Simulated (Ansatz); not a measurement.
**BAs: a tetragonal deformation path**

The task here is to estimate one member of a computed series from the others.

Method: DFT PBE, scalar-relativistic, plane waves, PAW, in Ansatz 0.2.0.

## The starting structure

It takes space group F-43m (No. 216, cubic). Conventional cell: a = 4.777 Å, b = 4.777 Å, c = 4.777 Å, α = 90.00°, β = 90.00°, γ = 90.00°. B (site symmetry -43m) is surrounded by 4 As at 2.07 Å. Around As (site symmetry -43m) lie 4 B at 2.07 Å.

Structure file:

```
B As
1.0
     0.00000    2.38850    2.38850
     2.38850    0.00000    2.38850
     2.38850    2.38850    0.00000
B As
1 1
Cartesian
  0.0000 0.0000 0.0000
  3.5827 3.5827 3.5827
```

The cell is taken as given, not relaxed at this level.

## The reference cell

Reference values: F = -5012.1006 eV; pressure 2.77 GPa; largest force 0.000 eV/Å; gap on the mesh 1.19 eV. It was computed beforehand with the settings of the runs below.

The first run:

At fixed volume and fractional coordinates, lengths along (0.000, 0.000, 1.000) are scaled against those across it; ρ is that ratio over its starting value.

The input, input.yaml:

```yaml
crystal:
  lattice:
    - [0.0, 2.6811355699, 1.8955628479]
    - [2.6811355699, 0.0, 1.8955628479]
    - [2.6811355699, 2.6811355699, 0.0]
  atoms:
    - { symbol: B, position: [0.0, 0.0, 0.0] }
    - { symbol: As, position: [0.75, 0.75, 0.75] }
basis:
  ecutwfc: 420
kpoints:
  mp_grid: { grid: [12, 12, 12] }
hamiltonian:
  xc: pbe
scf:
  occupations: { method: gaussian, width: 0.05 }
output:
  forces: true
  stress: true
  eigenvalues: true
```

Started as:

```bash
$ ansatz run input.yaml --threads 1 --pin off --max-ram 2560MiB --backend cpu --events-out ev --progress --plain --runs-dir out
```

Among the steps run: At ρ = 0.707; At ρ = 1.414; At ρ = 0.850; At ρ = 1.200; ρ = 0.780; At ρ = 1.300; ρ = 0.920; ρ = 1.100; At ρ = 0.650; ρ = 1.500; ρ = 0.960; Point ρ = 1.050.

One of the session's tables, all rows but one given; the rest of the session is left out.

Collected from the runs (energy zero: the undisturbed cell):

```
    ρ  ΔE (meV/atom)  pressure (GPa)  gap on the mesh (eV)
0.650          570.9            -2.8                  0.00
0.707          425.3            -0.8                  0.00
0.780          257.8             1.0                  0.00
0.850          127.3             2.2                  0.00
0.920           37.3             2.7                  0.00
0.960              ?               ?                     ?
1.000            0.0             2.8                  1.19
1.050           14.7             2.8                  0.82
1.100           58.4             2.8                  0.47
1.200          228.8             2.9                  0.00
1.300          493.7             3.4                  0.00
1.414          837.9             4.0                  0.00
1.500         1055.5             3.8                  0.00
```

**Question.** Estimate the row for ρ = 0.960.

Worked estimate for «ΔE (meV/atom)». A straight line through the neighbours (0.920, 37.3) and (1.000, 0.0) gives 37.3 + (0.0 − 37.3) × (0.960 − 0.920) / (1.000 − 0.920) = 18.7; a parabola fitted to 4 rows on both sides gives 9.7.

**Answer.** ΔE (meV/atom): 9.4; pressure (GPa): 2.8; gap on the mesh (eV): 0.59. In «ΔE (meV/atom)» the line misses by +9.3 and the parabola by +0.3.

Where the gap reads zero, the mesh chosen for the insulator is on the coarse side.
